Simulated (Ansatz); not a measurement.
**LiF (Fm-3m), clamped-ion strain scan**

Computed with Ansatz 0.2.0, DFT r2SCAN, scalar-relativistic, plane waves, PAW. Cutoff 500 eV, Γ-centred 10×10×10 k-points, Gaussian smearing of 0.05 eV. No spin polarisation. Energies are free energies at this smearing, counted from the undisturbed cell; pressure is positive in compression.

The starting cell (as given, not relaxed at this level; it stands at -2.1 GPa):

```
CELL_PARAMETERS angstrom
0.00000 2.01400 2.01400
2.01400 0.00000 2.01400
2.01400 2.01400 0.00000
ATOMIC_POSITIONS crystal
Li 0.00000 0.00000 0.00000
F 0.50000 0.50000 0.50000
```

The cell is strained by ε times the Voigt pattern (0, 1, 0, 0, 0, 0) (xx, yy, zz, yz, xz, xy; engineering shear) with fractional coordinates fixed.

```
      ε  ΔE (meV/atom) stress summed along the pattern (GPa, tension positive) pressure (GPa) gap on the mesh (eV)
-0.0200           -0.8                                                    -0.67            -0.6                 10.23
-0.0150           -0.8                                                     0.08            -1.0                 10.19
-0.0100           -0.7                                                     0.78            -1.3                 10.14
-0.0050           -0.5                                                     1.44            -1.7                 10.10
 0.0000            0.0                                                     2.06            -2.1                 10.06
 0.0050            0.6                                                     2.64            -2.4                 10.01
 0.0100            1.3                                                     3.19            -2.7                  9.95
 0.0150            2.2                                                     3.70            -3.0                  9.90
 0.0175            2.7                                                     3.94            -3.2                  9.87
 0.0200            3.2                                                     4.17            -3.3                  9.85
```